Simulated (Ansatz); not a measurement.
Bulk crystal (GeSe) after relaxation:

Space group Pnma (No. 62). a = 10.711 Å, b = 3.854 Å, c = 4.267 Å, α = 90.00°, β = 90.00°, γ = 90.00°
```json
{"atom": "Ge", "site": "4c", "symmetry": ".m.", "x": "0.3807", "y": "0.7500", "z": "0.6069"}
{"atom": "Se", "site": "4c", "symmetry": ".m.", "x": "0.1442", "y": "0.7500", "z": "0.5062"}
```

Miller indices refer to the conventional cell of Pnma (No. 62), a = 10.711 Å, b = 3.854 Å, c = 4.267 Å, α = 90.00°, β = 90.00°, γ = 90.00°. The bulk's gap is 0.38 eV.

The (001) slab of 17 planes, 11.9 Å thick with 15 Å of vacuum as cut; outer planes Ge (top) and Ge (bottom).

Method: DFT PBEsol, scalar-relativistic, plane waves, PAW in Ansatz. Cutoff 420 eV; k points 9×4×1 on the computed 22-atom cell (Γ-centred); Gaussian smearing, width 0.05 eV; no spin polarisation. A dipole correction removes the field between periodic images along c.

The slab isn't stoichiometric (Ge6Se5), so its surface energy depends on the chemical potentials; it is given with the excess atoms taken from the element's standard state, a limit at which the compound may itself be unstable, so the figure can be too low. This cut of an insulator is polar or leaves open shells, so the slab is metallic here; real surfaces compensate by reconstruction or adsorbates. The slab's middle planes relax by over 3 % too, so it holds no bulk-like region.

With the atoms at the bulk's places:

```
Surface energy with the excess atoms taken from the elements : 1.20 J/m²
Gap of the slab on the mesh                                  : none (metal or semimetal)
Work function                                                : 3.72 eV
```

Q: What changes when all atoms relax within this surface cell and its symmetry?

A: The energy falls by 0.403 J/m² a face, and the largest move is 0.80 Å.

- Surface energy with the excess atoms taken from the elements: 0.79 J/m²
- Gap of the slab on the mesh: none (metal or semimetal)
- Work function: 3.74 eV

```csv
plane (bottom to top),atoms,"spacing to next, bulk (Å)",relaxed (Å),change (%),rumpling (Å)
1,Ge,1.221,1.149,-5.9,0.000
2,Ge,0.456,0.260,-43.1,0.000
3,Se2,0.456,0.486,+6.4,0.190
4,Ge,1.221,1.157,-5.3,0.000
5,Ge,0.456,0.171,-62.5,0.000
6,Se2,0.456,1.191,+161.1,0.670
7,Ge,1.221,0.684,-44.0,0.000
8,Ge,0.456,0.618,+35.5,0.000
9,Se2,0.456,0.618,+35.5,0.471
10,Ge,1.221,0.683,-44.0,0.000
11,Ge,0.456,1.192,+161.1,0.000
12,Se2,0.456,0.171,-62.5,0.670
13,Ge,1.221,1.157,-5.3,0.000
14,Ge,0.456,0.486,+6.4,0.000
15,Se2,0.456,0.260,-43.1,0.190
16,Ge,1.221,1.149,-5.9,0.000
17,Ge,,,,0.000
```

Gaps are read on the k points sampled, so a band crossing between them can be missed.